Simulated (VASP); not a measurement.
# NiSb (P6_3/mmc) in VASP: notebook, part 2 of 3

VASP 6.6.1.

## (3) Relaxation of cell and atoms, PBE+D3(BJ), collinear spin, ferromagnetic start

The input, INCAR:

```
SYSTEM = NiSb
PREC = Accurate
ENCUT = 600
EDIFF = 1E-7
ISMEAR = 0
SIGMA = 0.1
LREAL = .FALSE.
LASPH = .TRUE.
NELM = 150
ALGO = Normal
ISIF = 3
LWAVE = .FALSE.
LCHARG = .FALSE.
ISPIN = 2
MAGMOM = 1 1 0 0
LORBIT = 11
LMAXMIX = 4
GGA = PE
IVDW = 12
IBRION = 2
NSW = 90
EDIFFG = -0.005
```

The input, KPOINTS:

```
regular mesh
0
G
  12 12 8
  0 0 0
```

The input, POSCAR:

```
NiSb
1.0
    3.9296697700      0.0000000000      0.0000000000
   -1.9648348800      3.4031938500      0.0000000000
    0.0000000000      0.0000000000      5.1161871700
Ni Sb
2 2
Direct
    0.0000000000      0.0000000000      0.0000000000
    0.0000000000      0.0000000000      0.5000000000
    0.3333333300      0.6666666700      0.2500000000
    0.6666666700      0.3333333300      0.7500000000
```

Potentials or basis: VASP PAW PBE potentials, release 64 (Ni, Sb).

The run is started by

```sh
$ cat potpaw_PBE.64/Ni/POTCAR potpaw_PBE.64/Sb/POTCAR > POTCAR
$ mpirun -np 1 vasp_std > vasp.out
```

OUTCAR:

```text
SYSTEM = NiSb
   PREC = Accurate
   ENCUT = 600
   EDIFF = 1E-7
   ISMEAR = 0
   LREAL = .FALSE.
   LASPH = .TRUE.
   NELM = 150
   ISIF = 3
   ISPIN = 2
   LORBIT = 11
   GGA = PE
   IVDW = 12
   IBRION = 2
   NSW = 90
   EDIFFG = -0.005
 IVDW          = 12

 ion  position               nearest neighbor table
   1  0.000  0.000  0.000-   2 2.56   2 2.56   4 2.60   3 2.60   3 2.60   4 2.60   4 2.60   3 2.60

   2  0.000  0.000  0.500-   1 2.56   1 2.56   4 2.60   3 2.60   3 2.60   4 2.60   4 2.60   3 2.60

   3  0.333  0.667  0.250-   1 2.60   2 2.60   1 2.60   2 2.60   1 2.60   2 2.60   4 3.42   4 3.42
                             4 3.42   4 3.42   4 3.42   4 3.42
   4  0.667  0.333  0.750-   1 2.60   2 2.60   1 2.60   2 2.60   1 2.60   2 2.60   3 3.42   3 3.42
                             3 3.42   3 3.42   3 3.42   3 3.42

  LATTYP: Found a hexagonal cell.
 ALAT       =     3.9296697700
 C/A-ratio  =     1.3019381957

  Lattice vectors:

 A1 = (   3.9296697700,   0.0000000000,   0.0000000000)
 A2 = (  -1.9648348800,   3.4031938500,   0.0000000000)
 A3 = (   0.0000000000,   0.0000000000,   5.1161871700)

Analysis of symmetry for initial positions (statically):
=====================================================================
 Subroutine PRICEL returns:
 Original cell was already a primitive cell.

 Routine SETGRP: Setting up the symmetry group for a
 hexagonal supercell.

 Subroutine GETGRP returns: Found 24 space group operations
 (whereof 12 operations were pure point group operations)
 out of a pool of 24 trial point group operations.

The static configuration has the point symmetry D_3d.
 The point group associated with its full space group is D_6h.

Analysis of symmetry for dynamics (positions and initial velocities):
=====================================================================
 Subroutine PRICEL returns:
 Original cell was already a primitive cell.

 Routine SETGRP: Setting up the symmetry group for a
 hexagonal supercell.

 Subroutine GETGRP returns: Found 24 space group operations
 (whereof 12 operations were pure point group operations)
 out of a pool of 24 trial point group operations.

The dynamic configuration has the point symmetry D_3d.
 The point group associated with its full space group is D_6h.

Analysis of structural, dynamic, and magnetic symmetry:
=====================================================================
 Subroutine PRICEL returns:
 Original cell was already a primitive cell.

 Routine SETGRP: Setting up the symmetry group for a
 hexagonal supercell.

 Subroutine GETGRP returns: Found 24 space group operations
 (whereof 12 operations were pure point group operations)
 out of a pool of 24 trial point group operations.

The overall configuration has the point symmetry D_3d.
 The point group associated with its full space group is D_6h.

 Subroutine INISYM returns: Found 24 space group operations
 (whereof 12 operations are pure point group operations),
 and found     1 'primitive' translations

----------------------------------------------------------------------------------------

                                     Primitive cell

  volume of cell :      68.4210

  direct lattice vectors                    reciprocal lattice vectors
     3.929669770  0.000000000  0.000000000     0.254474309  0.146920810  0.000000000
    -1.964834880  3.403193850  0.000000000     0.000000000  0.293841622  0.000000000
     0.000000000  0.000000000  5.116187170     0.000000000  0.000000000  0.195458056

  length of vectors
     3.929669770  3.929669768  5.116187170     0.293841622  0.293841622  0.195458056

[... 67 lines left out ...]
   number of dos      NEDOS =    301   number of ions     NIONS =      4
   total plane-waves  NPLWV =  43008
   dimension x,y,z NGX =    32 NGY =   32 NGZ =   42
   dimension x,y,z NGXF=    64 NGYF=   64 NGZF=   84
   ions per type =               2   2
   NGX,Y,Z   is equivalent  to a cutoff of  13.54, 13.54, 13.65 a.u.
   NGXF,Y,Z  is equivalent  to a cutoff of  27.08, 27.08, 27.30 a.u.
 SYSTEM =  NiSb
   PREC   = accura    normal or accurate (medium, high low for compatibility)
   ISTART =      0    job   : 0-new  1-cont  2-samecut
   ICHARG =      2    charge: 1-file 2-atom 10-const
   ISPIN  =      2    spin polarized calculation?
   LNONCOLLINEAR =      F non collinear calculations
   LSORBIT =      F    spin-orbit coupling
   LASPH  =      T    aspherical Exc in radial PAW
   ENCUT  =  600.0 eV  44.10 Ry    6.64 a.u.   7.85  7.85 10.22*2*pi/ulx,y,z
   NELM   =    150;   NELMIN=  2; NELMDL= -5     # of ELM steps
   EDIFF  = 0.1E-06   stopping-criterion for ELM
   LREAL  =      F    real-space projection
   EDIFFG = -.5E-02   stopping-criterion for IOM
   NSW    =     90    number of steps for IOM
   IBRION =      2    ionic relax: 0-MD 1-quasi-New 2-CG
   NFREE  =      1    steps in history (QN), initial steepest desc. (CG)
   ISIF   =      3    stress and relaxation
   ISYM   =      2    0-nonsym 1-usesym 2-fastsym
   POTIM  = 0.5000    time-step for ionic-motion
   TEBEG  =    0.0;   TEEND  =   0.0 temperature during run
   PSTRESS=    0.0 pullay stress
   NELECT =      30.0000    total number of electrons
   NUPDOWN=      -1.0000    fix difference up-down
   EMIN   =  10.00;   EMAX   =-10.00  energy-range for DOS
   EFERMI =   0.00;   METHOD = LEGACY
   ISMEAR =     0;   SIGMA  =   0.10  broadening in eV -4-tet -1-fermi 0-gaus
   EFERMI_NEDOS =   21; number of points for ismear=-14 and -15
   IALGO  =     38    algorithm
   IMIX   =      4    mixing-type and parameters
     AMIX     =   0.40;   BMIX     =  1.00
     AMIX_MAG =   1.60;   BMIX_MAG =  1.00
  volume/ion in A,a.u.               =      17.11       115.43
  Fermi-wavevector in a.u.,A,eV,Ry     =   1.243709  2.350270 21.045664  1.546813
  Thomas-Fermi vector in A             =   2.378008
   LORBIT       =     11    0 simple, 1 ext, 2 COOP (PROOUT), +10 PAW based schemes
   GGA     = PE    functional components
   LHFCALC =     F    Hartree Fock is set to
   AEXX    =    0.0000 exact exchange contribution
   IVDW    =    12    specifies the selected vdW correction
   LEPSILON=     F    determine dielectric tensor
   LRPA    =     F    only Hartree local field effects (RPA)
 conjugate gradient relaxation of ions
 spin polarized calculation
 Gauss-broadening in eV      SIGMA  =   0.10
  energy-cutoff  :      600.00
  volume of cell :       68.42
 maximum number of plane-waves:      2312
 NGX is ok and might be reduce to    32
   NGX = 15   NGY = 15   NGZ = 21

--------------------------------------- Ionic step        1  -------------------------------------------

 number of electron      30.0000014 magnetization       0.0011830

 number of electron      30.0000014 magnetization      -0.0001452

 Free energy of the ion-electron system (eV)
  ---------------------------------------------------
  ext. energy  EPLUGINS =         0.00000000
  ---------------------------------------------------
  free energy    TOTEN  =       -20.29212127 eV

  energy without entropy =      -20.28421119  energy(sigma->0) =      -20.28816623

------------------------ aborting loop because EDIFF is reached ----------------------------------------

 Edisp (eV)   -2.14273

 E8    (eV) :    -0.9692
[... 79 lines left out ...]
 number of electron      30.0000009 magnetization       0.0000003

 number of electron      30.0000009 magnetization      -0.0000001

 Free energy of the ion-electron system (eV)
  ---------------------------------------------------
  ext. energy  EPLUGINS =         0.00000000
  ---------------------------------------------------
  free energy    TOTEN  =       -20.27521657 eV

  energy without entropy =      -20.26745414  energy(sigma->0) =      -20.27133536

 E-fermi :  10.2277     XC(G=0): -11.5780

 val. band max:       10.2207396647   @ k =   0.1667   0.0833   0.2500
 cond. band min:      10.2318457844   @ k =   0.1667   0.1667   0.3750
 fundamental gap:      0.0111061197
 Fermi energy:        10.2276848367

 spin component 1

 k-point     1 :       0.0000    0.0000    0.0000
  band No.  band energies     occupation
      1      -2.8716      1.00000
      2       1.7653      1.00000
      3       3.8819      1.00000
      4       6.2178      1.00000
      5       6.2178      1.00000
      6       6.9909      1.00000
[... 541 lines left out ...]
     19      14.2000      0.00000
     20      15.0393      0.00000

 [... further k-points ...]

 spin component 2

 k-point     1 :       0.0000    0.0000    0.0000
  band No.  band energies     occupation
      1      -2.8716      1.00000
      2       1.7653      1.00000
      3       3.8819      1.00000
      4       6.2178      1.00000
      5       6.2178      1.00000
      6       6.9909      1.00000
[... 578 lines left out ...]
  FREE ENERGIE OF THE ION-ELECTRON SYSTEM (eV)
  ---------------------------------------------------
  free  energy   TOTEN  =       -22.4371624537 eV

  energy  without entropy=      -22.4294000244  energy(sigma->0) =      -22.43328124

 reached required accuracy - stopping structural energy minimisation

 total charge

# of ion       s       p       d       tot
------------------------------------------
    1        0.454   0.495   8.472   9.421
    2        0.454   0.495   8.472   9.421
    3        1.130   1.229   0.078   2.437
    4        1.130   1.229   0.078   2.437
--------------------------------------------------
tot          3.166   3.450  17.101  23.717

 magnetization (x)

# of ion       s       p       d       tot
------------------------------------------
    1        0.000   0.000   0.000   0.000
    2        0.000   0.000   0.000   0.000
    3       -0.000  -0.000  -0.000  -0.000
    4       -0.000  -0.000  -0.000  -0.000
--------------------------------------------------
tot          0.000   0.000   0.000   0.000
```

CONTCAR:

```text
NiSb
   1.00000000000000
     3.9168963543895488   -0.0000000000187668    0.0000000000000000
    -1.9584481722272795    3.3921317475908466   -0.0000000000000000
     0.0000000000000000   -0.0000000000000000    5.1011777541341994
  Ni              Sb
     2     2
Direct
     0.0000000000000000    0.0000000000000000    0.0000000000000000
     0.0000000000000000    0.0000000000000000    0.5000000000000000
     0.3333333300000021    0.6666666699999979    0.2500000000000000
     0.6666666699999979    0.3333333300000021    0.7500000000000000

  0.00000000E+00  0.00000000E+00  0.00000000E+00
  0.00000000E+00  0.00000000E+00  0.00000000E+00
  0.00000000E+00  0.00000000E+00  0.00000000E+00
  0.00000000E+00  0.00000000E+00  0.00000000E+00
```

It took 9 min on 1 thread of Intel Xeon Platinum 8375C at 2.90GHz (Ice Lake), shared host; peak memory 0.43 GiB.

Results:

| Quantity | Value |
| --- | --- |
| Free energy | -22.4372 eV |
| Relaxed volume | 16.94 Å³/atom |
| Relaxed cell | a = 3.917 Å, b = 3.917 Å, c = 5.101 Å, α = 90.00°, β = 90.00°, γ = 120.00° |
| Space group after relaxing (to 0.05 Å) | P6_3/mmc (No. 194) |
| Energy gained by relaxing | 0.6 meV/atom |
| Ionic steps | 3 |
| Pressure after relaxing | 0.0 GPa |
| Band gap on the k mesh | none (metal or under the smearing width) |
| Net moment | 0.00 μB per cell |
| Valence electrons inside the program's atomic spheres | Ni 9.42; Sb 2.44 |
| Dispersion energy per atom | -0.540 eV |

Step by step:
| step | energy change (eV) | largest force (eV/Å) | pressure (GPa) | volume (Å³) |
| --- | --- | --- | --- | --- |
| 1 | 0.0000 | 0.0000 | -1.14 | 68.42 |
| 2 | -0.0005 | 0.0000 | 1.06 | 67.23 |
| 3 | -0.0023 | 0.0000 | 0.01 | 67.78 |

Final structure:
```
CELL_PARAMETERS angstrom
3.91690 0.00000 0.00000
-1.95845 3.39213 0.00000
0.00000 0.00000 5.10118
ATOMIC_POSITIONS crystal
Ni 0.00000 0.00000 0.00000
Ni 0.00000 0.00000 0.50000
Sb 0.33333 0.66667 0.25000
Sb 0.66667 0.33333 0.75000
```

Levels at points of the mesh, in eV from the Fermi level:
Spin up:
```csv
k point,band 13,band 14,band 15,band 16,band 17,band 18
"(0.00, 0.00, 0.00)",-0.05,0.57,0.57,2.49,2.49,3.12
"(0.50, 0.00, 0.00)",-1.64,-1.44,-1.37,-0.36,1.14,3.42
"(0.00, 0.00, 0.50)",0.28,0.28,2.08,2.08,2.08,2.08
"(0.50, 0.00, 0.50)",-1.87,-1.87,0.17,0.17,1.71,1.71
```
Spin down:
| k point | band 13 | band 14 | band 15 | band 16 | band 17 | band 18 |
| --- | --- | --- | --- | --- | --- | --- |
| (0.00, 0.00, 0.00) | -0.05 | 0.57 | 0.57 | 2.49 | 2.49 | 3.12 |
| (0.50, 0.00, 0.00) | -1.64 | -1.44 | -1.37 | -0.36 | 1.14 | 3.42 |
| (0.00, 0.00, 0.50) | 0.28 | 0.28 | 2.08 | 2.08 | 2.08 | 2.08 |
| (0.50, 0.00, 0.50) | -1.87 | -1.87 | 0.17 | 0.17 | 1.71 | 1.71 |

Caveat: pairwise dispersion overbinds metals, which lowers pressure and volume. Spin-orbit coupling is left out, which matters for the levels of Sb.

(Continued in part 3 of 3.)
